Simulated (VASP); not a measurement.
# Silicon: input slips in a phonon run and what they do

Some phonon runs on Silicon get a fault in the input on purpose. Which of them show, and how? The starting structure is a measured crystal structure from the Crystallography Open Database.

Calculated with VASP 6.6.1; Kohn-Sham DFT with plane waves and PAW; LDA.

### Step 1. Starting point

Symmetry: Fd-3m, No. 227, cubic system. The conventional cell has a = 5.431 Å, b = 5.431 Å, c = 5.431 Å, α = 90.00°, β = 90.00°, γ = 90.00°. Nearest to Si lie 4 Si at 2.35 Å.

Structure file:

```xyz
2
Lattice="0.0000 2.7155 2.7155 2.7155 0.0000 2.7155 2.7155 2.7155 0.0000" Properties=species:S:1:pos:R:3 pbc="T T T"
Si    4.0732    4.0732    4.0732
Si    2.7155    2.7155    2.7155
```

### Step 2. Reference modes

The cell comes from a relaxation at this level, not shown (39.43 Å³).

File INCAR:

```
SYSTEM = Si
PREC = Accurate
ENCUT = 450
EDIFF = 1E-08
NELM = 100
ISMEAR = 0
SIGMA = 0.03
LREAL = .FALSE.
ALGO = Normal
GGA = CA
NBANDS = 10
LORBIT = 11
LWAVE = .FALSE.
LCHARG = .FALSE.
KPAR = 8
IBRION = 8
LEPSILON = .TRUE.
LPEAD = .TRUE.
ISIF = 2
```

File POSCAR:

```
Si
1.0
    0.0000000000      2.7014214891      2.7014214891
    2.7014214891      0.0000000000      2.7014214891
    2.7014214891      2.7014214891      0.0000000000
Si
2
Direct
    0.7500000000      0.7500000000      0.7500000000
    0.5000000000      0.5000000000      0.5000000000
```

File KPOINTS:

```
Automatic mesh
0
Gamma
10 10 10
0 0 0
```

The projector-augmented-wave data sets are Si (LDA family, release 64).

Launch:

```console
> mpirun -np 8 vasp_std
```

The program printed:

```text
[banner, memory and clock lines left out]
running    8 mpi-ranks, on    1 nodes
 distrk:  each k-point on    1 cores,    8 groups
 distr:  one band on    1 cores,    1 groups

 POSCAR found type information on POSCAR Si
 POSCAR found :  1 types and       2 ions
|                                                                             |
|           W    W    AA    RRRRR   N    N  II  N    N   GGGG   !!!           |
|           W    W   A  A   R    R  NN   N  II  NN   N  G    G  !!!           |
|           W    W  A    A  R    R  N N  N  II  N N  N  G       !!!           |
|           W WW W  AAAAAA  RRRRR   N  N N  II  N  N N  G  GGG   !            |
|           WW  WW  A    A  R   R   N   NN  II  N   NN  G    G                |
|           W    W  A    A  R    R  N    N  II  N    N   GGGG   !!!           |
|                                                                             |
|     For optimal performance we recommend to set                             |
|       NCORE = 2 up to number-of-cores-per-socket                            |
|     NCORE specifies how many cores store one orbital (NPAR=cpu/NCORE).      |
|     This setting can greatly improve the performance of VASP for DFT.       |
|     The default, NCORE=1 might be grossly inefficient on modern             |
|     multi-core architectures or massively parallel machines. Do your        |
|     Unfortunately you need to use the default for GW and RPA                |
|     calculations (for HF NCORE is supported but not extensively tested      |
|     yet).                                                                   |
|                                                                             |

 LDA part: xc-table for (Slater(with rela. corr.)+CA(PZ))
 , standard interpolation
 POSCAR, INCAR and KPOINTS ok, starting setup
 FFT: planning ... GRIDC
 FFT: planning ... GRID_SOFT
 FFT: planning ... GRID
 WAVECAR not read
 entering main loop
       N       E                     dE             d eps       ncg     rms          rms(c)
DAV:   1     0.591214871663E+01    0.59121E+01   -0.30900E+03   940   0.577E+02
DAV:   2    -0.116990888386E+02   -0.17611E+02   -0.17082E+02  1328   0.850E+01
DAV:   3    -0.121860433905E+02   -0.48695E+00   -0.47011E+00  1198   0.130E+01
DAV:   4    -0.121903619506E+02   -0.43186E-02   -0.43177E-02  1238   0.142E+00
DAV:   5    -0.121903933963E+02   -0.31446E-04   -0.31443E-04  1122   0.989E-02    0.510E+00
DAV:   6    -0.120033310015E+02    0.18706E+00   -0.11601E-01  1058   0.144E+00    0.306E+00
DAV:   7    -0.119189227935E+02    0.84408E-01   -0.20297E-01  1054   0.196E+00    0.246E-01
DAV:   8    -0.119190343904E+02   -0.11160E-03   -0.74654E-03  1056   0.516E-01    0.792E-02
DAV:   9    -0.119190083904E+02    0.26000E-04   -0.21573E-04  1182   0.845E-02    0.617E-02
DAV:  10    -0.119190135400E+02   -0.51496E-05   -0.14093E-05  1080   0.239E-02    0.306E-02
DAV:  11    -0.119190134788E+02    0.61171E-07   -0.73101E-07  1176   0.507E-03    0.237E-03
DAV:  12    -0.119190134806E+02   -0.18164E-08   -0.11823E-08   954   0.730E-04
   1 F= -.11919013E+02 E0= -.11919013E+02  d E =-.141092E-21
 Linear response reoptimize wavefunctions to high precision
DAV:   1    -0.119190134900E+02   -0.93485E-08   -0.40878E-09  1120   0.467E-04
DAV:   2    -0.119190134900E+02   -0.14097E-10   -0.37543E-11   582   0.441E-05
 Linear response to external field (no local field effect), progress :
  Direction:   1
       N       E                     dE             d eps       ncg     rms          rms(c)
RMM:   1    -0.177080148284E+01   -0.17708E+01   -0.89540E+00   580   0.401E+00
RMM:   2    -0.178875233516E+01   -0.17951E-01   -0.16743E-02   564   0.736E-01
RMM:   3    -0.178899477928E+01   -0.24244E-03   -0.22445E-04   564   0.752E-02
RMM:   4    -0.178899661377E+01   -0.18345E-05   -0.28240E-06   564   0.103E-02
RMM:   5    -0.178899664011E+01   -0.26341E-07   -0.54791E-08   562   0.127E-03
RMM:   6    -0.178899664064E+01   -0.52703E-09   -0.11614E-08   445   0.217E-04
 change of polarisation eV/A/(eV/A) component  1 :     3.578     2.108     0.374
 dielectric tensor                  component  1 :    17.421     9.673     1.718
 Linear response to external field (no local field effect), progress :
  Direction:   2
       N       E                     dE             d eps       ncg     rms          rms(c)
RMM:   1    -0.178195447031E+01   -0.17820E+01   -0.88719E+00   587   0.403E+00
RMM:   2    -0.180856029565E+01   -0.26606E-01   -0.16730E-02   564   0.728E-01
RMM:   3    -0.180879790250E+01   -0.23761E-03   -0.21907E-04   564   0.737E-02
RMM:   4    -0.180879966685E+01   -0.17644E-05   -0.27177E-06   564   0.993E-03
RMM:   5    -0.180879969284E+01   -0.25986E-07   -0.53283E-08   562   0.122E-03
RMM:   6    -0.180879969331E+01   -0.47185E-09   -0.11515E-08   431   0.209E-04
 change of polarisation eV/A/(eV/A) component  2 :     2.108     3.618    -0.445
 dielectric tensor                  component  2 :     9.673    17.603    -2.042
 Linear response to external field (no local field effect), progress :
  Direction:   3
       N       E                     dE             d eps       ncg     rms          rms(c)
RMM:   1    -0.604771773014E+00   -0.60477E+00   -0.27769E+00   534   0.277E+00
RMM:   2    -0.625806906729E+00   -0.21035E-01   -0.75355E-03   564   0.560E-01
RMM:   3    -0.625916362377E+00   -0.10946E-03   -0.10604E-04   564   0.606E-02
RMM:   4    -0.625917291980E+00   -0.92960E-06   -0.15393E-06   564   0.840E-03
RMM:   5    -0.625917307386E+00   -0.15406E-07   -0.30168E-08   563   0.108E-03
RMM:   6    -0.625917307665E+00   -0.27926E-09   -0.16947E-09   441   0.173E-04
 change of polarisation eV/A/(eV/A) component  3 :     0.374    -0.445     1.252
 dielectric tensor                  component  3 :     1.718    -2.042     6.745
 Linear response to external field, progress :
  Direction:   1
       N       E                     dE             d eps       ncg     rms          rms(c)
RMM:   1    -0.138493918198E+01   -0.13849E+01   -0.68607E+00  1203   0.360E+00
RMM:   2    -0.140713835384E+01   -0.22199E-01   -0.13775E-02  1224   0.674E-01    0.157E+00
RMM:   3    -0.135726290932E+01    0.49875E-01   -0.22958E-02  3072   0.729E-01    0.856E-01
RMM:   4    -0.138894846841E+01   -0.31686E-01   -0.22826E-02  3782   0.746E-01    0.154E-01
RMM:   5    -0.140105091882E+01   -0.12102E-01   -0.70685E-04  3241   0.171E-01    0.285E-02
RMM:   6    -0.140152836264E+01   -0.47744E-03   -0.14814E-05  3783   0.253E-02    0.158E-02
RMM:   7    -0.140175481100E+01   -0.22645E-03   -0.89517E-07  3656   0.633E-03    0.861E-04
RMM:   8    -0.140177573499E+01   -0.20924E-04   -0.32489E-08  4091   0.893E-04    0.240E-04
RMM:   9    -0.140177504898E+01    0.68601E-06   -0.11085E-08  3837   0.329E-04    0.700E-05
RMM:  10    -0.140177607207E+01   -0.10231E-05   -0.99910E-09  3050   0.629E-05    0.634E-06
 change of polarisation eV/A/(eV/A) component  1 :     2.642     1.322     0.322
 dielectric tensor                  component  1 :    13.127     6.066     1.478
 Linear response to external field, progress :
  Direction:   2
       N       E                     dE             d eps       ncg     rms          rms(c)
RMM:   1    -0.138640210050E+01   -0.13864E+01   -0.68711E+00  1207   0.361E+00
RMM:   2    -0.140813108486E+01   -0.21729E-01   -0.13592E-02  1224   0.674E-01    0.157E+00
RMM:   3    -0.135812815972E+01    0.50003E-01   -0.23012E-02  3072   0.730E-01    0.857E-01
RMM:   4    -0.138981930995E+01   -0.31691E-01   -0.22869E-02  3790   0.747E-01    0.154E-01
RMM:   5    -0.140193329504E+01   -0.12114E-01   -0.70805E-04  3246   0.171E-01    0.285E-02
RMM:   6    -0.140241188771E+01   -0.47859E-03   -0.14851E-05  3791   0.254E-02    0.158E-02
RMM:   7    -0.140263788590E+01   -0.22600E-03   -0.89731E-07  3668   0.634E-03    0.864E-04
RMM:   8    -0.140265904744E+01   -0.21162E-04   -0.32290E-08  4104   0.896E-04    0.241E-04
RMM:   9    -0.140265835776E+01    0.68968E-06   -0.10801E-08  3865   0.329E-04    0.701E-05
RMM:  10    -0.140265938060E+01   -0.10228E-05   -0.84075E-10  3060   0.624E-05    0.640E-06
 change of polarisation eV/A/(eV/A) component  2 :     1.218     2.644    -0.102
 dielectric tensor                  component  2 :     5.589    13.135    -0.469
 Linear response to external field, progress :
  Direction:   3
       N       E                     dE             d eps       ncg     rms          rms(c)
RMM:   1    -0.138641051966E+01   -0.13864E+01   -0.68714E+00  1207   0.361E+00
RMM:   2    -0.140814020906E+01   -0.21730E-01   -0.13591E-02  1224   0.674E-01    0.157E+00
RMM:   3    -0.135814281071E+01    0.49997E-01   -0.23009E-02  3072   0.730E-01    0.857E-01
RMM:   4    -0.138983842071E+01   -0.31696E-01   -0.22866E-02  3791   0.747E-01    0.154E-01
RMM:   5    -0.140195226051E+01   -0.12114E-01   -0.70800E-04  3242   0.171E-01    0.285E-02
RMM:   6    -0.140243105362E+01   -0.47879E-03   -0.14849E-05  3791   0.254E-02    0.158E-02
RMM:   7    -0.140265696709E+01   -0.22591E-03   -0.89697E-07  3665   0.634E-03    0.864E-04
RMM:   8    -0.140267813076E+01   -0.21164E-04   -0.31653E-08  4106   0.895E-04    0.241E-04
RMM:   9    -0.140267743904E+01    0.69172E-06   -0.69288E-09  3864   0.329E-04    0.701E-05
RMM:  10    -0.140267846451E+01   -0.10255E-05   -0.27914E-09  3066   0.625E-05    0.639E-06
 change of polarisation eV/A/(eV/A) component  3 :     0.198     0.884     2.644
 dielectric tensor                  component  3 :     0.909     4.058    13.135
 Linear response DOF=           1
 Linear response progress:
  Degree of freedom:   1/  1
       N       E                     dE             d eps       ncg     rms          rms(c)
RMM:   1    -0.198501145829E-01   -0.19850E-01    0.89666E-03  7680   0.873E-01
RMM:   2    -0.175508131745E-01    0.22993E-02   -0.29060E-04  5287   0.174E-01    0.974E-02
RMM:   3    -0.175809127905E-01   -0.30100E-04    0.65234E-05  5548   0.349E-02    0.561E-02
RMM:   4    -0.177345801148E-01   -0.15367E-03    0.14727E-05  5526   0.318E-02    0.627E-03
RMM:   5    -0.177158261045E-01    0.18754E-04   -0.12443E-06  5718   0.730E-03    0.194E-03
RMM:   6    -0.177155392165E-01    0.28689E-06   -0.44655E-07  5799   0.103E-03    0.127E-03
RMM:   7    -0.177149233760E-01    0.61584E-06    0.35186E-08  5797   0.344E-04    0.521E-05
RMM:   8    -0.177151257394E-01   -0.20236E-06    0.35509E-08  5919   0.661E-05    0.246E-05
RMM:   9    -0.177151064196E-01    0.19320E-07   -0.76367E-08  6031   0.291E-05    0.486E-06
RMM:  10    -0.177151093305E-01   -0.29109E-08   -0.29331E-08  6089   0.169E-05    0.370E-06
 first order change of Fermi-energy   0.12059E-03
 force on displaced ion       1 direction 1 : -13.587  -0.000  -0.000
 Born effective charge ion    1 direction 1 :  -0.001   0.000   0.000
 Born effective charges drift removed
 Linear response finished
```

It took 33 s on 8 MPI ranks of Intel Xeon 6975P-C (Granite Rapids), shared host; peak memory 2.4 GiB.

Lines that name or quote the potential files are left out of all logs, and their timing lines are given in words.

From OUTCAR (step 2):

```text
ion  position               nearest neighbor table
   1  0.750  0.750  0.750-   2 2.34   2 2.34   2 2.34   2 2.34
   2  0.500  0.500  0.500-   1 2.34   1 2.34   1 2.34   1 2.34

  LATTYP: Found a face centered cubic cell.
 ALAT       =     5.4028429782

 Subroutine GETGRP returns: Found 48 space group operations
 (whereof 24 operations were pure point group operations)

The static configuration has the point symmetry T_d .
 The point group associated with its full space group is O_h .

 Found     47 irreducible k-points:

   k-points           NKPTS =     47   k-points in BZ     NKDIM =     47   number of bands    NBANDS=     10

   dimension x,y,z NGX =    28 NGY =   28 NGZ =   28
   dimension x,y,z NGXF=    56 NGYF=   56 NGZF=   56

   ENCUT  =  450.0 eV  33.07 Ry    5.75 a.u.   6.61  6.61  6.61*2*pi/ulx,y,z

   NELECT =       8.0000    total number of electrons

 k-points in reciprocal lattice and weights: Automatic mesh
   0.00000000  0.00000000  0.00000000       0.001
   0.10000000  0.00000000  0.00000000       0.008
   0.20000000  0.00000000  0.00000000       0.008
   0.30000000  0.00000000  0.00000000       0.008
   0.40000000  0.00000000  0.00000000       0.008
   0.50000000  0.00000000  0.00000000       0.004
   0.10000000  0.10000000  0.00000000       0.006
   0.20000000  0.10000000  0.00000000       0.024
   0.30000000  0.10000000  0.00000000       0.024
[...]
-0.30000000  0.40000000  0.20000000       0.024
  -0.30000000  0.50000000  0.20000000       0.012

 average (electrostatic) potential at core
       1 -84.7174       2 -84.7174

  Total        0.0000114      0.0000114      0.0000114     -0.0000000      0.0000000     -0.0000000
  in kB        0.0004632      0.0004632      0.0004632     -0.0000000      0.0000000     -0.0000000
  external PRESSURE =       0.0004632 kB  Pullay stress =       0.0000000 kB

  energy-cutoff  :      450.00
  volume of cell :       39.43
      direct lattice vectors                 reciprocal lattice vectors
     0.000000000  2.701421489  2.701421489    -0.185087741  0.185087741  0.185087741
     2.701421489  0.000000000  2.701421489     0.185087741 -0.185087741  0.185087741
     2.701421489  2.701421489  0.000000000     0.185087741  0.185087741 -0.185087741

 POSITION                                       TOTAL-FORCE (eV/Angst)
 -----------------------------------------------------------------------------------
      4.05213      4.05213      4.05213         0.000000      0.000000      0.000000
      2.70142      2.70142      2.70142        -0.000000     -0.000000     -0.000000
 -----------------------------------------------------------------------------------
    total drift:                                0.000000      0.000000     -0.000000

 MACROSCOPIC STATIC DIELECTRIC TENSOR (including local field effects in DFT)
 ------------------------------------------------------
          13.132161     0.000000    -0.000000
           0.000000    13.132161     0.000000
          -0.000000     0.000000    13.132161
 ------------------------------------------------------

 PIEZOELECTRIC TENSOR (including local field effects)  for field in x, y, z        (C/m^2)
          XX          YY          ZZ          XY          YZ          ZX
  --------------------------------------------------------------------------------
  x     0.00000    -0.00000    -0.00000     0.00000     0.00000     0.00000
  y     0.00000     0.00000    -0.00000     0.00000    -0.00000     0.00000
  z     0.00000     0.00000     0.00000     0.00000     0.00000     0.00000

 BORN EFFECTIVE CHARGES (including local field effects) (in |e|, cummulative output)
 ---------------------------------------------------------------------------------
 ion    1
    1     0.00000     0.00000    -0.00000
    2     0.00000     0.00000     0.00000
    3     0.00000    -0.00000     0.00000
 ion    2
    1    -0.00000    -0.00000     0.00000
    2     0.00000    -0.00000    -0.00000
    3    -0.00000     0.00000    -0.00000

 Eigenvectors and eigenvalues of the dynamical matrix
 ----------------------------------------------------

   1 f  =   15.377853 THz    96.621897 2PiTHz  512.949948 cm-1    63.597659 meV
             X         Y         Z           dx          dy          dz
      4.052132  4.052132  4.052132     0.000000   -0.707107    0.000000
      2.701421  2.701421  2.701421     0.000000    0.707107    0.000000

   2 f  =   15.377853 THz    96.621897 2PiTHz  512.949948 cm-1    63.597659 meV
             X         Y         Z           dx          dy          dz
      4.052132  4.052132  4.052132    -0.707107    0.000000    0.000000
      2.701421  2.701421  2.701421     0.707107    0.000000    0.000000

   3 f  =   15.377853 THz    96.621897 2PiTHz  512.949948 cm-1    63.597659 meV
             X         Y         Z           dx          dy          dz
      4.052132  4.052132  4.052132     0.000000    0.000000   -0.707107
      2.701421  2.701421  2.701421     0.000000    0.000000    0.707107

   4 f  =    0.000000 THz     0.000000 2PiTHz    0.000000 cm-1     0.000000 meV
             X         Y         Z           dx          dy          dz
      4.052132  4.052132  4.052132     0.707107    0.000000    0.000000
      2.701421  2.701421  2.701421     0.707107    0.000000    0.000000

   5 f  =    0.000000 THz     0.000000 2PiTHz    0.000000 cm-1     0.000000 meV
             X         Y         Z           dx          dy          dz
      4.052132  4.052132  4.052132     0.000000    0.707107    0.000000
      2.701421  2.701421  2.701421     0.000000    0.707107    0.000000

   6 f  =    0.000000 THz     0.000000 2PiTHz    0.000000 cm-1     0.000000 meV
             X         Y         Z           dx          dy          dz
      4.052132  4.052132  4.052132     0.000000    0.000000    0.707107
      2.701421  2.701421  2.701421     0.000000    0.000000    0.707107

 MACROSCOPIC STATIC DIELECTRIC TENSOR IONIC CONTRIBUTION
 ------------------------------------------------------
           0.000000     0.000000     0.000000
           0.000000     0.000000     0.000000
           0.000000     0.000000     0.000000
 ------------------------------------------------------

 ELASTIC MODULI CONTR FROM IONIC RELAXATION (kBar)
 Direction    XX          YY          ZZ          XY          YZ          ZX
 --------------------------------------------------------------------------------
 XX          -0.0000      0.0000      0.0000     -0.0000      0.0000      0.0000
 YY           0.0000     -0.0000     -0.0000     -0.0000     -0.0000      0.0000
 ZZ           0.0000     -0.0000     -0.0000      0.0000     -0.0000      0.0000
 XY          -0.0000     -0.0000      0.0000   -277.7749      0.0000      0.0000
 YZ           0.0000     -0.0000     -0.0000      0.0000   -277.7749      0.0000
 ZX           0.0000      0.0000      0.0000      0.0000      0.0000   -277.7749
 --------------------------------------------------------------------------------

 PIEZOELECTRIC TENSOR IONIC CONTR  for field in x, y, z        (C/m^2)
          XX          YY          ZZ          XY          YZ          ZX
  --------------------------------------------------------------------------------
  x     0.00000     0.00000    -0.00000     0.00000    -0.00000    -0.00000
  y     0.00000     0.00000     0.00000    -0.00000     0.00000    -0.00000
  z     0.00000    -0.00000     0.00000    -0.00000    -0.00000     0.00000
```

Energies printed during the response cycles are not total energies of the cell.

Reference: the zone-centre mode is T2g 512.9 cm⁻¹.

[end of part 1 of 2]

[Lines on the potential files, build, host, timing and source positions are cut from VASP's logs without a mark.]

[Logs are printed without paths, hosts, clocks, repeated set-up lines and the standing remarks that a program may print on its own settings, such as how far it seeks lower states.]

[Hosts, paths, dates, database ids (printed as entryN), source tags and the programs' standing remarks are cut or masked in the printed files.]
